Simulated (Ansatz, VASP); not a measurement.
# SiC (honeycomb SiC 5 layers, AA') in two plane-wave programs

Aim: how closely do two programs agree when they are given the same cell, functional and k mesh? The structure shown is the start of the Ansatz relaxation below; VASP solves that cell, so the two are compared at the walk's first step.

Main program and level: Ansatz 0.2.0; plane waves, with VASP 6.6.1 beside it; single point at PBE with D3(BJ).

### Step 1. The starting structure

The cell holds 10 atoms: 5 C and 5 Si. Cell: a = 3.100 Å, b = 3.100 Å, c = 57.800 Å, α = 90.0°, β = 90.0°, γ = 120.0°. Vacuum lies along c.

### Step 2. Ansatz: relaxation, PBE with D3(BJ)

Ansatz runs on its default PAW (the set named soft_2) files.

The two programs are compared at the cell with which this relaxation starts, whose forces are those of its first step.

Input file input.yaml:

```yaml
crystal:
  lattice:
    - [3.1, 0.0, 0.0]
    - [-1.55, 2.6846787517, 0.0]
    - [0.0, 0.0, 57.8000000014]
  atoms:
    - { symbol: C, position: [0.6666666667, 0.3333333333, 0.384083045] }
    - { symbol: Si, position: [0.3333333333, 0.6666666667, 0.384083045] }
    - { symbol: C, position: [0.3333333333, 0.6666666667, 0.4420415225] }
    - { symbol: Si, position: [0.6666666667, 0.3333333333, 0.4420415225] }
    - { symbol: C, position: [0.6666666667, 0.3333333333, 0.5] }
    - { symbol: Si, position: [0.3333333333, 0.6666666667, 0.5] }
    - { symbol: C, position: [0.3333333333, 0.6666666667, 0.5579584775] }
    - { symbol: Si, position: [0.6666666667, 0.3333333333, 0.5579584775] }
    - { symbol: C, position: [0.6666666667, 0.3333333333, 0.615916955] }
    - { symbol: Si, position: [0.3333333333, 0.6666666667, 0.615916955] }
  periodic: [true, true, false]
kpoints:
  mp_grid: { grid: [12, 12, 1] }
hamiltonian:
  xc: pbe
  dispersion: d3bj
scf:
  occupations: { method: fermi_dirac, width: 0.05 }
  convergence: { dr2_threshold: 1.0e-09 }
relax:
  f_tol: 0.004
  max_steps: 90
  cell: {}
output:
  write_potential: true
  write_density: true
  volumetric_format: npy
```

Command:

```sh
ansatz run input.yaml --threads 2 --pin off --max-ram 4096MiB --backend cpu --events-out ev --progress --plain --runs-dir out
```

Numbers of over 12 decimals in the logs are rounded to 6 here.

Output:

```text
Warning: relax.cell: scf.convergence.dr2_threshold = 1e-9 eV is looser than the 1.82628387784e-10 eV advised for a relaxation that steers and ends on the stress (1e-10 eV for each atom of the cell: 10, times the square of relax.cell.stress_2d_tol = 0.05 N/m over 23.4 Å (the atoms' height at the walk's start and 5 Å past either face), 2.137e-2 GPa, over a crystal's default 0.05). What an SCF threshold leaves in a stress goes as its square root, and in the free energy as the threshold itself, and one threshold admits the most on a small cell: [figures from the program's tests cut] Set scf.convergence.dr2_threshold to 1.82628387784e-10 eV or tighter. [rest of the remark cut]
Engine: ansatz 0.2.0, aarch64-unknown-linux-gnu
Pseudopotentials: kind: paw
Pseudopotential: C, paw, valence charge 4, recommended cutoff 420 eV (normal), C.paw.azcp
Pseudopotential: Si, paw, valence charge 4, recommended cutoff 420 eV (normal), Si.paw.azcp
Functional definition: PBE
  parameter kappa = 0.804
  parameter beta = 0.066725
  exchange = pbe_x(kappa = kappa, mu = beta*pi^2/3)
  correlation = pbe_c(beta = beta)
Crystal: 10 atoms, lattice volume = 481.041 Å³
Basis set: ecut = 420 eV, 9361 PW (Γ), exchange–correlation on 48×48×800 points (8 copies of the dense FFT grid, shifted against one another)
Bands: 30, of which v1, the nominal top of the filled ones, is band 20 counted from 1 (19 counted from 0)
Symmetry: 12 space group operations
Space group: P-6m2 (ITA 187), of the structure as read, at distance tolerance 7.8e-5 Å
k-points: 19 of 144 (time reversal used)
Non-local potential: C, projectors of the file, l = 0: 2, l = 1: 2, l = 2: 1
Non-local potential: Si, projectors of the file, l = 0: 2, l = 1: 2, l = 2: 2
PAW form: soft (Blöchl's): semilocal exchange-correlation on the pseudo side does not see the compensation charge
PAW one-centre angular grid: C, 110 points (default); XC on 64 Gauss nodes
PAW one-centre angular grid: Si, 110 points (default); XC on 64 Gauss nodes
Initial density: superposition of atomic densities (neutral atoms: chi_scale 0, normalization atom), corrected by the library's trained network
Initial wavefunctions: pseudopotential atomic-orbital guess
Functional: x = pbe(κ = 0.804, μ = 0.219515), c = pbe(β = 0.066725)
SCF iter   1: F=—  HF=-4433.119044 eV  |F-HF|=—  |Δ(HF+E_count)|=         —  Δρ=1.67e-3  dr2=2.09e-2  ethr=1.77e-3  ⟨swp⟩=16.3  Hψ=5498  notcnv=0  defer=8
preconditioner: auto → Resta (q_TF=auto, 1.802 Å⁻¹)  ε∞=2.1  [insulator: Δε(μ)=2.071 eV  Ē_g=10.358 eV  σ=0.050 eV  W_gap=1.00  n_scr=32 (ndim 8)  ℏωp=10.7 eV  f_vac=0.689  D(μ)=0.00/eV (n_scr^D=0)  ε∞_Penn≈2.1  vacuum switching on, ρ_ref=7.8e-3 e/Å³]
SCF iter   2: F=—  HF=-4433.118431 eV  |F-HF|=—  |Δ(HF+E_count)|=   6.13e-4  Δρ=7.75e-4  dr2=4.05e-3  ethr=5.23e-5  ⟨swp⟩=3.8  Hψ=1534  notcnv=0  defer=53
SCF iter   3: F=—  HF=-4433.118882 eV  |F-HF|=—  |Δ(HF+E_count)|=   4.51e-4  Δρ=3.66e-4  dr2=1.23e-3  ethr=1.01e-5  ⟨swp⟩=2.9  Hψ=980  notcnv=0  defer=53
SCF iter   4: F=—  HF=-4433.119148 eV  |F-HF|=—  |Δ(HF+E_count)|=   2.66e-4  Δρ=1.31e-4  dr2=3.81e-4  ethr=3.07e-6  ⟨swp⟩=3.7  Hψ=1128  notcnv=0  defer=53
SCF iter   5: F=—  HF=-4433.119100 eV  |F-HF|=—  |Δ(HF+E_count)|=   4.80e-5  Δρ=3.34e-5  dr2=3.91e-6  ethr=9.52e-7  ⟨swp⟩=2.9  Hψ=937  notcnv=0  defer=53
SCF iter   6: F=—  HF=-4433.119076 eV  |F-HF|=—  |Δ(HF+E_count)|=   2.33e-5  Δρ=1.08e-5  dr2=1.31e-6  ethr=9.77e-9  ⟨swp⟩=3.2  Hψ=1280  notcnv=0  defer=54
SCF iter   7: F=—  HF=-4433.119076 eV  |F-HF|=—  |Δ(HF+E_count)|=   4.32e-8  Δρ=2.58e-6  dr2=3.50e-8  ethr=3.27e-9  ⟨swp⟩=3.1  Hψ=1006  notcnv=0  defer=54
SCF iter   8: F=—  HF=-4433.119076 eV  |F-HF|=—  |Δ(HF+E_count)|=   8.44e-9  Δρ=1.11e-6  dr2=3.32e-9  ethr=8.75e-11  ⟨swp⟩=3.2  Hψ=1138  notcnv=0  defer=54
SCF iter   9: F=—  HF=-4433.119076 eV  |F-HF|=—  |Δ(HF+E_count)|=   4.81e-9  Δρ=5.03e-7  dr2=1.63e-9  ethr=2.50e-12  ⟨swp⟩=11.4  Hψ=4259  notcnv=0
SCF iter  10: F=-4433.119076 eV  HF=-4433.119076 eV  |F-HF|=5.91e-11  |Δ(HF+E_count)|=  3.03e-10  Δρ=6.31e-8  dr2=1.40e-11  ethr=2.50e-12  ⟨swp⟩=9.6  Hψ=3538  notcnv=0
SCF 1 converged in 10 iterations: F = -4433.119076 eV  dr2 = 1.40e-11
  greatest PAW one-centre occupation: 0.652 electrons in one spin orbital (limit 2), on the C atom at site 4 (counted from 0), in its partial waves of l = 0
[...]
SCF 22 converged in 7 iterations: F = -4433.820190 eV  dr2 = 1.40e-10
relax step  22: F+E_penalty+E_count = -4433.82019020 eV  Δ(F+E_penalty+E_count) = -6.212e-5 eV  max|allowed force component| = 1.676e-4 eV/Å  Δτ_max = 0.0008 Å  P = -0.001 N/m  Ω = 494.069 Å³  energy of the carried Pulay correction = -7.017e-5 eV  fix = [c, alpha, beta]  reactions: c -0.000 N/m  (7 SCF iters, accepted)
iter 1 solved again at ethr=1.68e-7 eV; its pass at ethr=3.10e-3 eV (dr2=6.70e-5 eV) is discarded
SCF iter   1: F=—  HF=-4433.820305 eV  |F-HF|=—  |Δ(HF+E_count)|=         —  Δρ=2.36e-6  dr2=1.48e-8  ethr=1.68e-7  ⟨swp⟩=7.1  Hψ=9031  notcnv=0
eigensolver tolerance schedule: the retry pair's looser diagonalisation over-reported the residual by 4525.75 of it (diagonalisation noise at 0.32 of the residual, at the tolerance the schedule requests for it); recorded, not acted on — ethr = c·dr2/N_el stays at c = 1.0e-1
preconditioner: auto → Resta (q_TF=auto, 1.794 Å⁻¹)  ε∞=1.9  [insulator: Δε(μ)=1.041 eV  Ē_g=11.274 eV  σ=0.050 eV  W_gap=1.00  n_scr=32 (ndim 8)  ℏωp=10.6 eV  f_vac=0.756  D(μ)=0.00/eV (n_scr^D=0)  ε∞_Penn≈1.9  vacuum switching on, ρ_ref=9.2e-3 e/Å³]
SCF iter   2: F=—  HF=-4433.820270 eV  |F-HF|=—  |Δ(HF+E_count)|=   3.49e-5  Δρ=1.54e-6  dr2=1.07e-8  ethr=3.70e-11  ⟨swp⟩=6.1  Hψ=2293  notcnv=0
SCF iter   3: F=—  HF=-4433.820270 eV  |F-HF|=—  |Δ(HF+E_count)|=   1.77e-9  Δρ=8.94e-7  dr2=2.47e-9  ethr=2.68e-11  ⟨swp⟩=2.2  Hψ=897  notcnv=0
SCF iter   4: F=—  HF=-4433.820270 eV  |F-HF|=—  |Δ(HF+E_count)|=  1.64e-10  Δρ=5.36e-7  dr2=1.07e-9  ethr=6.18e-12  ⟨swp⟩=2.2  Hψ=934  notcnv=0
SCF iter   5: F=-4433.820270 eV  HF=-4433.820270 eV  |F-HF|=8.55e-11  |Δ(HF+E_count)|=  1.79e-10  Δρ=2.30e-7  dr2=1.97e-10  ethr=2.50e-12  ⟨swp⟩=21.9  Hψ=5514  notcnv=0
SCF 23 converged in 5 iterations: F = -4433.820270 eV  dr2 = 1.97e-10
relax step  23: F+E_penalty+E_count = -4433.82026960 eV  Δ(F+E_penalty+E_count) = -7.940e-5 eV  max|allowed force component| = 1.829e-4 eV/Å  Δτ_max = 0.0000 Å  P = +0.000 N/m  Ω = 494.069 Å³  fix = [c, alpha, beta]  reactions: c +0.000 N/m  stress off target by 7.76e-5 N/m on what of the cell is left free  SCF on the basis re-selected at this cell (its energy is not comparable with the rows above)  (5 SCF iters)
basis re-selected at this cell: Δ(F+E_penalty+E_count) = -7.940e-5 eV, ΔP = +0.001 N/m vs the last step (what re-selecting the basis moved, of the pressure what is left beyond the Pulay correction that the steps carried, after the strain that the cell walked since its last selection, with what the two solves' SCF thresholds leave and, on support functions, any second-order correction that the steps lacked; it is no m [...]
WARN: The output density's exchange-correlation potential varies sharply where the density is thin. Do not read a vacuum level from v_tot or v_xc, or from such a field of the output density. On a cell that repeats whose density bears no net charge and no dipole along the vacuum's axis use v_es (v_loc + v_h of the components); under efield.dipole_correction with no amplitude use v_es + v_field, which holds any externa [...]
SCF converged after 5 iterations
Free energy (F): -4433.820270 eV
Harris-Foulkes:  -4433.820270 eV  (|F-HF|=8.55e-11)
Internal energy: -4433.820266 eV  (E = F + TS)
E sigma→0 (E₀):  -4433.820268 eV
Entropy (-TS):   -0.000003 eV (-0.000 meV/atom)
Fermi energy:    -4.148391 eV
--- Per-component energies (eV) ---
  E_band       = -464.488524
  E_kinetic    = 676.823674
  E_local      = -176884.432407  (includes V_loc(G=0)·N_el)
  E_nonlocal   = 258.474217
  E_hartree    = 88037.235145
  E_xc         = -525.655002
  E_vxc        = -544.236980  (∫ρ·V_xc dr)
  E_paw        = -3059.878825  (= ΣΔE_a)
  E_vpaw       = -45.588954  (= ΣTr[D̂ρ^β])
  E_aug_tail   = 0.000067  (compensation charges beyond the density's cutoff)
  E_ewald      = 87066.156637
  E_disp       = -2.543771  (pairwise vdW)
  E_smearing   = -0.000003  (= −TS)
  E_closure    = -0.000000  (closes the sum)
  Σ components = -4433.820270   (vs F -4433.820270, Δ=0.00e0)
--- Forces (eV/Å), atoms counted from 1 ---
  atom   1  C      0.00000000     0.00000000    -0.00018291
  atom   2  Si    -0.00000000    -0.00000000    -0.00005140
  atom   3  C      0.00000000     0.00000000     0.00003286
  atom   4  Si     0.00000000     0.00000000    -0.00002819
  atom   5  C      0.00000000     0.00000000     0.00000000
  atom   6  Si    -0.00000000    -0.00000000     0.00000000
  atom   7  C      0.00000000     0.00000000    -0.00003286
  atom   8  Si     0.00000000     0.00000000     0.00002819
  atom   9  C      0.00000000     0.00000000     0.00018291
  atom  10  Si    -0.00000000    -0.00000000     0.00005140
  max |Σ_I F_I| component: 5.55e-17 eV/Å
--- 2D stress c σ (N/m, compression-positive) ---
        0.000078       0.000000       0.000000
        0.000000       0.000078       0.000000
        0.000000       0.000000       0.000000
  P = ½ c Tr σ = 0.0001 N/m
--- Band table (eV; the first three rows and the last of 19) ---
  k-point 0: bands = [... 16 lower, -6.6206, -6.6206, -6.5521, -4.9270, -1.7941, -1.4679, -0.9048, -0.5438, ... 6 higher]
  k-point 1: bands = [... 16 lower, -6.8067, -6.7015, -6.2735, -4.8070, -1.4482, -1.2149, -0.7764, -0.4643, ... 6 higher]
  k-point 2: bands = [... 16 lower, -7.0657, -6.9328, -5.9614, -4.7196, -1.5853, -1.4095, -0.6490, -0.6166, ... 6 higher]
  k-point 18: bands = [... 16 lower, -7.7676, -7.1693, -6.7790, -5.5393, -2.0489, -1.3305, -0.5666, -0.5617, ... 6 higher]
  the weakly bound empty levels are not read free of the cell's end (no_gap_told)
--- Relaxed structure (21 steps of the walk, 18 accepted, 2 SCFs on fresh bases) ---
  F+E_penalty+E_count = -4433.82026960 eV   max|allowed force component| = 1.829e-4 eV/Å   (the final SCF, on the basis selected at the relaxed cell)
  cell:  # Å, volume = 494.0691 Å³
    - [3.141699, 0, 0.0]
    - [-1.570850, 2.720791, 0.0]
    - [0.0, 0.0, 57.8000000014]
  atoms:
    - { symbol: C, position: [0.666667, 0.333333, 0.415322] }
    - { symbol: Si, position: [0.333333, 0.666667, 0.417811] }
    - { symbol: C, position: [0.333333, 0.666667, 0.455663] }
    - { symbol: Si, position: [0.666667, 0.333333, 0.454316] }
    - { symbol: C, position: [0.666667, 0.333333, 0.5] }
    - { symbol: Si, position: [0.333333, 0.666667, 0.5] }
    - { symbol: C, position: [0.333333, 0.666667, 0.544337] }
    - { symbol: Si, position: [0.666667, 0.333333, 0.545684] }
    - { symbol: C, position: [0.666667, 0.333333, 0.584678] }
    - { symbol: Si, position: [0.333333, 0.666667, 0.582189] }
```

Reading the cycles: dr2 is the Hartree energy of the density residual (eV), the measure of convergence; HF is the Harris–Foulkes estimate of the energy, which meets the free energy F at convergence.

(Part 1 of 2 ends here.)

[Lines on the potential files, build, host, timing and source positions are cut from VASP's logs without a mark.]

[Logs are printed without paths, hosts, clocks, repeated set-up lines and the standing remarks that a program may print on its own settings, such as how far it seeks lower states.]

[Hosts, paths, dates, database ids (printed as entryN), source tags and the programs' standing remarks are cut or masked in the printed files.]
